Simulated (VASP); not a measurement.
TiO2: relaxation of cell and atoms with revPBE

The system is TiO2.

```
Ti O
1.0
     4.59984    0.00000    0.00000
     0.00000    4.59984    0.00000
     0.00000    0.00000    2.95921
Ti O
2 4
Direct
  0.00000 0.00000 0.50000
  0.50000 0.50000 0.00000
  0.30432 0.30432 0.50000
  0.19568 0.80432 0.00000
  0.80432 0.19568 0.00000
  0.69568 0.69568 0.50000
```

The cell is a database's computed one.

* Program: VASP 6.6.1
* Task: relaxation of cell and atoms
* Functional: revPBE
* Potentials or basis: VASP PAW PBE potentials, release 64 (Ti_sv, O)
* Cutoff: 600 eV
* k mesh: 6 × 6 × 9
* Occupations: fermi-dirac, width 0.05 eV
* Spin: no spin polarisation
* Further INCAR settings: ALGO = Normal; EDIFF = 1e-06; IBRION = 2; EDIFFG = -0.02; NSW = 60; ISIF = 3

| Item | Value |
| --- | --- |
| Relaxed volume | 10.85 Å³/atom |
| Relaxed cell | a = 4.676 Å, b = 4.676 Å, c = 2.977 Å, α = 90.00°, β = 90.00°, γ = 90.00° |
| Space group after relaxing (to 0.05 Å) | P4_2/mnm (No. 136) |
| Energy gained by relaxing | 10.4 meV/atom |
| Ionic steps | 6 |
| Pressure after relaxing | 0.2 GPa |
| Largest force after relaxing | 0.014 eV/Å |
| Band gap on the k mesh | 1.84 eV, direct |

Forces on the atoms (eV/Å):
```
Ti   0.000  0.000  0.000
Ti   0.000  0.000  0.000
O   -0.010 -0.010  0.000
O    0.010 -0.010  0.000
O   -0.010  0.010  0.000
O    0.010  0.010  0.000
```

Stress tensor (GPa, compression positive):
```
0.17 0.00 0.00
0.00 0.17 0.00
0.00 0.00 0.26
```

Step by step:
| step | energy change (eV) | largest force (eV/Å) | pressure (GPa) | volume (Å³) |
| --- | --- | --- | --- | --- |
| 1 | 0.0000 | 0.0407 | 8.33 | 62.61 |
| 2 | 0.0168 | 0.3222 | -8.18 | 67.66 |
| 3 | -0.0573 | 0.1388 | -0.05 | 64.90 |
| 4 | -0.0573 | 0.1354 | 0.10 | 64.86 |
| 5 | -0.0619 | 0.0464 | 0.17 | 65.00 |
| 6 | -0.0626 | 0.0137 | 0.20 | 65.10 |

Final structure:
```
CELL_PARAMETERS angstrom
4.67591 0.00000 0.00000
0.00000 4.67591 0.00000
0.00000 0.00000 2.97737
ATOMIC_POSITIONS crystal
Ti 0.00000 0.00000 0.50000
Ti 0.50000 0.50000 0.00000
O 0.30563 0.30563 0.50000
O 0.19437 0.80563 0.00000
O 0.80563 0.19437 0.00000
O 0.69437 0.69437 0.50000
```

Levels at points of the mesh, in eV from the valence-band top:
```csv
k point,band 21,band 22,band 23,band 24,band 25,band 26,band 27,band 28
"(0.00, 0.00, 0.00)",-0.65,-0.41,-0.41,0.00,1.84,2.13,2.39,2.45
"(0.50, 0.00, 0.00)",-1.50,-1.50,-0.69,-0.69,2.47,2.47,2.90,2.90
"(0.50, 0.50, 0.00)",-1.21,-1.21,-1.00,-1.00,1.87,1.87,2.47,2.47
```

Wall time 3.3 min on 1 thread of Intel(R) Xeon(R) 6975P-C (Granite Rapids) (shared host), peak memory 0.24 GiB.

Caveat: the PAW data sets were made with another functional, which shifts forces and pressure a little; an odd mesh through Γ misses points on the zone boundary, where band edges often lie.
